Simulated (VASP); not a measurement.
# Ge (P6_3/mmc) in VASP: a series of runs, part 2 of 2

VASP 6.6.1.

**4. Relaxation of cell and atoms, LDA**

This run uses another cell than the first one, of 22.22 Å³/atom, 0.932 times its volume.

The input, INCAR:

```
SYSTEM = Ge
PREC = Accurate ; ENCUT = 600
EDIFF = 1E-7 ; ISMEAR = 0
SIGMA = 0.03 ; LREAL = .FALSE.
LASPH = .TRUE. ; NELM = 80
ALGO = Normal ; ISIF = 3
LWAVE = .FALSE. ; LCHARG = .FALSE.
GGA = CA ; IBRION = 2
NSW = 90 ; EDIFFG = -0.005
```

The input, KPOINTS:

```
Automatic mesh
0
G
  12 12 5
  0 0 0
```

The input, POSCAR:

```
Ge                                      
1.0
    3.9618823268      0.0000000000      0.0000000000
   -1.9809411634      3.4310907419     -0.0000000000
    0.0000000000     -0.0000000000      6.5372557476
  Ge            
     4
Direct
     0.6666666699999979    0.3333333300000021    0.0628808033917103
     0.3333333300000021    0.6666666699999979    0.5628808033917101
     0.6666666699999979    0.3333333300000021    0.4371191966082897
     0.3333333300000021    0.6666666699999979    0.9371191966082899
```

Command:

```console
> cat potpaw_LDA.64/Ge_d/POTCAR > POTCAR
> mpirun -np 1 vasp_std > vasp.out
```

Wall time 2 min (1 thread of Intel Xeon 6975P-C (Granite Rapids), shared host); peak memory 0.29 GiB.

The run converged. Its results:

- Free energy: -20.7181 eV
- Relaxed volume: 22.21 Å³/atom
- Relaxed cell: a = 3.961 Å, b = 3.961 Å, c = 6.537 Å, α = 90.00°, β = 90.00°, γ = 120.00°
- Space group after relaxing (to 0.05 Å): P6_3/mmc (No. 194)
- Energy gained by relaxing: 0.0 meV/atom
- Ionic steps: 3
- Pressure after relaxing: 0.0 GPa
- Band gap on the k mesh: none (metal or under the smearing width)

Final structure:
```cif
data_structure
_symmetry_space_group_name_H-M 'P 1'
_symmetry_Int_Tables_number 1
_cell_length_a 3.9615
_cell_length_b 3.9615
_cell_length_c 6.5367
_cell_angle_alpha 90.000
_cell_angle_beta 90.000
_cell_angle_gamma 120.000
_cell_volume 88.84
loop_
_atom_site_label
_atom_site_type_symbol
_atom_site_fract_x
_atom_site_fract_y
_atom_site_fract_z
_atom_site_occupancy
Ge1 Ge 0.66667 0.33333 0.06288 1
Ge2 Ge 0.33333 0.66667 0.56288 1
Ge3 Ge 0.66667 0.33333 0.43712 1
Ge4 Ge 0.33333 0.66667 0.93712 1
```

Levels at points of the mesh, in eV from the Fermi level:
```
           k point  band 24  band 25  band 26  band 27  band 28  band 29  band 30  band 31  band 32  band 33
(0.00, 0.00, 0.00)    -1.54    -1.54    -0.18    -0.13     0.07     0.11     0.11     2.23     2.23     2.74
(0.50, 0.00, 0.00)    -6.86    -4.74    -3.17    -2.94    -1.50     0.41     1.64     3.48     3.69     4.34
```

**5. Relaxation of cell and atoms, PBEsol**

This run uses another cell than the first one, of 22.83 Å³/atom, 0.958 times its volume.

The input, INCAR:

```
SYSTEM = Ge
PREC = Accurate
ENCUT = 600
EDIFF = 1E-6
ISMEAR = 0
SIGMA = 0.03
LREAL = .False.
LASPH = .True.
NELM = 80
ALGO = Normal
ISIF = 3
LWAVE = .False.
LCHARG = .False.
GGA = PS
IBRION = 2
NSW = 90
EDIFFG = -0.01
```

The input, KPOINTS:

```
Automatic mesh
0
Gamma
  12 12 5
  0 0 0
```

The input, POSCAR:

```
Ge
1.0
    3.9975858431      0.0000000000      0.0000000000
   -1.9987929216      3.4620108940      0.0000000000
    0.0000000000      0.0000000000      6.5993779500
Ge
4
Direct
    0.6666666700      0.3333333300      0.0629012500
    0.3333333300      0.6666666700      0.5629012500
    0.6666666700      0.3333333300      0.4370987500
    0.3333333300      0.6666666700      0.9370987500
```

Potentials or basis: VASP PAW PBE potentials, release 64 (Ge_d).

Command:

```console
> cat potpaw_PBE.64/Ge_d/POTCAR > POTCAR
> mpirun -np 1 vasp_std > vasp.out
```

It took 2.4 min on 1 thread of Intel Xeon Platinum 8559C (Emerald Rapids), shared host; peak memory 0.31 GiB.

Results (log left out):

```yaml
Free_energy: -19.6841 eV
Relaxed_volume: 22.81 Å³/atom
Relaxed_cell: a = 3.996 Å, b = 3.996 Å, c = 6.596 Å, α = 90.00°, β = 90.00°, γ = 120.00°
Space_group_after_relaxing_to_0.05_Å: P6_3/mmc (No. 194)
Energy_gained_by_relaxing: 0.0 meV/atom
Ionic_steps: 3
Pressure_after_relaxing: 0.0 GPa
Band_gap_on_the_k_mesh: 0.02 eV, indirect (least direct gap 0.12 eV)
```

Final structure:
```xyz
4
Lattice="3.9964 0.0000 0.0000 -1.9982 3.4610 0.0000 0.0000 0.0000 6.5964" Properties=species:S:1:pos:R:3 pbc="T T T"
Ge    1.9982    1.1537    0.4150
Ge    0.0000    2.3073    3.7131
Ge    1.9982    1.1537    2.8832
Ge    0.0000    2.3073    6.1814
```

Levels at points of the mesh, in eV from the valence-band top:
```csv
k point,band 26,band 27,band 28,band 29,band 30,band 31
"(0.00, 0.00, 0.00)",-0.13,-0.11,0.00,0.15,0.15,2.27
"(0.50, 0.00, 0.00)",-3.05,-2.81,-1.42,0.49,1.64,3.52
```

Caveat: the PAW data sets were made with another functional, which shifts forces and pressure a little; an odd mesh through Γ misses points on the zone boundary, where band edges often lie.

**6. Relaxation of cell and atoms, PBEsol**

This run uses another cell than the first one, of 22.81 Å³/atom, 0.957 times its volume.

INCAR, as its differences from that of step 5:

```diff
@@ -3,3 +3,3 @@
 ENCUT = 600
-EDIFF = 1E-6
+EDIFF = 1E-7
 ISMEAR = 0
@@ -16,2 +16,2 @@
 NSW = 90
-EDIFFG = -0.01
+EDIFFG = -0.005
```

KPOINTS is that of step 5.

The input, POSCAR:

```
Ge                                      
1.0
    3.9964461143      0.0000000000      0.0000000000
   -1.9982230572      3.4610238599     -0.0000000000
    0.0000000000      0.0000000000      6.5963815985
  Ge            
     4
Direct
     0.6666666699999979    0.3333333300000021    0.0629063895170650
     0.3333333300000021    0.6666666699999979    0.5629063895170650
     0.6666666699999979    0.3333333300000021    0.4370936104829350
     0.3333333300000021    0.6666666699999979    0.9370936104829350
```

Potentials or basis: VASP PAW PBE potentials, release 64 (Ge_d).

Command:

```console
> cat potpaw_PBE.64/Ge_d/POTCAR > POTCAR
> mpirun -np 1 vasp_std > vasp.out
```

Run time: 1.8 min. Hardware: 1 thread of Intel Xeon Platinum 8559C (Emerald Rapids), shared host; peak memory 0.32 GiB.

Results (log left out):

| Property | Result |
| --- | --- |
| Free energy | -19.6841 eV |
| Relaxed volume | 22.80 Å³/atom |
| Relaxed cell | a = 3.996 Å, b = 3.996 Å, c = 6.594 Å, α = 90.00°, β = 90.00°, γ = 120.00° |
| Space group after relaxing (to 0.05 Å) | P6_3/mmc (No. 194) |
| Energy gained by relaxing | 0.0 meV/atom |
| Ionic steps | 2 |
| Pressure after relaxing | 0.0 GPa |
| Band gap on the k mesh | 0.02 eV, indirect (least direct gap 0.12 eV) |

Forces on the atoms (eV/Å):
```
Ge   0.000  0.000 -0.003
Ge   0.000  0.000 -0.003
Ge   0.000  0.000  0.003
Ge   0.000  0.000  0.003
```

Final structure:
```yaml
crystal:
  lattice:
    - [3.99597, 0.00000, 0.00000]
    - [-1.99798, 3.46061, 0.00000]
    - [0.00000, 0.00000, 6.59391]
  atoms:
    - { symbol: Ge, position: [0.66667, 0.33333, 0.06291] }
    - { symbol: Ge, position: [0.33333, 0.66667, 0.56291] }
    - { symbol: Ge, position: [0.66667, 0.33333, 0.43709] }
    - { symbol: Ge, position: [0.33333, 0.66667, 0.93709] }
```

Levels at points of the mesh, in eV from the valence-band top:
```tsv
k point	band 24	band 25	band 26	band 27	band 28	band 29	band 30	band 31	band 32	band 33
(0.00, 0.00, 0.00)	-1.46	-1.46	-0.14	-0.11	0.00	0.15	0.15	2.26	2.26	2.76
(0.50, 0.00, 0.00)	-6.74	-4.59	-3.06	-2.82	-1.42	0.48	1.64	3.51	3.70	4.33
```

Caveat: the PAW data sets were made with another functional, which shifts forces and pressure a little; an odd mesh through Γ misses points on the zone boundary, where band edges often lie.

**7. Overview**

| level | potentials or basis | gap on the mesh (eV) | pressure (GPa) | relaxed volume (Å³/atom) |
| --- | --- | --- | --- | --- |
| PBE | VASP PAW PBE potentials, release 64 (Ge_d) | none | 0.0 | 23.87 |
| LDA | VASP PAW LDA potentials, release 64 (Ge_d) | none | 0.0 | 22.21 |
| PBEsol | VASP PAW PBE potentials, release 64 (Ge_d) | 0.02 | 0.0 | 22.80 |

Alike in all rows: task relaxation of cell and atoms; no spin polarisation; cell relaxed; k mesh 12 × 12 × 5; cutoff (eV) 600; smearing gaussian 0.03 eV.

Caveats: the PAW data sets were made with another functional, which shifts forces and pressure a little (some runs); an odd mesh through Γ misses points on the zone boundary, where band edges often lie (some runs).

Total energies depend on the potentials used, so only differences within one code and one set of settings carry meaning.
